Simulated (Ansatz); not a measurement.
Runs of Ansatz 0.2.0 on TiSi2. It takes space group Cmcm (No. 63, orthorhombic). The conventional cell has a = 3.530 Å, b = 13.519 Å, c = 3.565 Å, α = 90.00°, β = 90.00°, γ = 90.00°. Around Ti (site symmetry m2m) lie 10 Si at 2.58 to 2.81 Å. Around Si (site symmetry m2m) lie 4 Si at 2.51 Å and 4 Ti at 2.66 to 2.67 Å. Around Si (site symmetry m2m) lie 2 Si at 2.38 Å and 4 Ti at 2.58 Å. The cell comes from a database or a generator and needn't be the stable form of this composition.

| task | potentials or basis | cell | k mesh | cutoff (eV) | smearing | basis error allowed | mesh quality | gap on the mesh (eV) | pressure (GPa) | largest force (eV/Å) |
| --- | --- | --- | --- | --- | --- | --- | --- | --- | --- | --- |
| density of states | all-electron PAW datasets made for the crystal | as given | 8 × 8 × 8 | 260 | fermi-dirac 0.05 eV | - | not flagged | none | -2.2 | 0.20 |
| single point | all-electron LAPW, scalar-relativistic | as given | 8 × 8 × 8 | 231 | fermi-dirac 0.05 eV | 0.001 eV/atom | not flagged | none | -2.2 | 0.20 |
| single point | all-electron LAPW, scalar-relativistic | atoms moved at random, drawn with an rms of 0.05 Å | 8 × 8 × 8 | 244 | fermi-dirac 0.05 eV | 0.001 eV/atom | not flagged | none | -1.7 | 0.69 |
| phonons | all-electron LAPW, scalar-relativistic | as given | 8 × 8 × 8 | 227 | fermi-dirac 0.05 eV | 0.002 eV/atom | not flagged | none | - | 0.20 |
| single point | all-electron LAPW, scalar-relativistic | as given | 5 × 5 × 5 | 212 | fermi-dirac 0.03 eV | 0.002 eV/atom | coarse | none | (a) | 0.21 |

Alike in all rows: level PBEsol; no spin polarisation.

Question: Estimate the missing entries.

Answer: (a) -2.1.

Caveats: some runs use coarse meshes; the program warned that the printed levels may be off, so bands, gaps and densities of states are rough (some runs); a metal's response needs a denser mesh (some runs); the k mesh is thin for a metal, which can move the energy by tens of meV per atom (some runs).

A gap of «none» marks a metal or a gap under the smearing width.

The runs don't all hold the same shells in valence.
